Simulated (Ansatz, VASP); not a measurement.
**One calculation of Rh, two programs**

The input INCAR:

```
ALGO = Normal
EDIFF = 1E-6
EDIFFG = -0.002
ENCUT = 600
IBRION = 2
ISIF = 3
ISMEAR = 0
LASPH = T
LCHARG = F
LREAL = F
LWAVE = F
NELM = 100
NSW = 100
PREC = Accurate
SIGMA = 0.1
```

KPOINTS

```
k-points
0
Gamma
  18 18 10
```

Contents of POSCAR:

```
Rh
1.0
    2.6640873504      0.0000000000      0.0000000000
   -1.3320436752      2.3071673234      0.0000000000
    0.0000000000      0.0000000000      4.3093709548
Rh
2
Direct
    0.3333333333      0.6666666667      0.2500000000
    0.6666666667      0.3333333333      0.7500000000
```

Input for Ansatz:

```yaml
crystal:
  lattice:
    - [2.6640873504, 0.0, 0.0]
    - [-1.3320436752, 2.3071673234, 0.0]
    - [0.0, 0.0, 4.3093709548]
  atoms:
    - { symbol: Rh, position: [0.3333333333, 0.6666666667, 0.25] }
    - { symbol: Rh, position: [0.6666666667, 0.3333333333, 0.75] }
basis:
  ecutwfc: 420
kpoints:
  mp_grid: { grid: [18, 18, 10] }
hamiltonian:
  xc: lda
scf:
  occupations: { method: gaussian, width: 0.1 }
output:
  forces: true
  stress: true
  eigenvalues: true
  write_density: true
  write_potential: true
  elf: true
  volumetric_format: npy
relax:
  adjacent_minimum: "off"
  f_tol: 0.002
  max_steps: 80
  cell: { stress_tol: 0.02 }
```

This isn't the form of Rh at room conditions, which is fcc.

Alike in both runs: task relaxation of cell and atoms; functional LDA; k mesh 18 × 18 × 10; occupations gaussian, width 0.1 eV; no spin polarisation.

|  | VASP | Ansatz |
| --- | --- | --- |
| version | VASP 6.6.1 | Ansatz 0.2.0 |
| potentials or method | VASP PAW LDA potentials, release 64 (Rh_pv) | scalar-relativistic, plane waves, PAW |
| plane-wave cutoff (eV) | 600 | 420 |
| valence electrons in the cell | 30 | 34 |

Ansatz gave:

```
gap on the k mesh at the Fermi level, each at its own relaxed structure (eV) : none
relaxed volume (Å³/atom)                                                     : 13.27
relaxed cell length with the largest relative difference (Å)                 : 4.299
```

Which values does VASP return?

gap on the k mesh at the Fermi level, each at its own relaxed structure (eV): none; relaxed volume (Å³/atom): 13.30; relaxed cell length with the largest relative difference (Å): 4.303.

A gap of «none» marks a metal or a gap that the smearing closes. The two sets of potentials don't hold the same shells in valence.
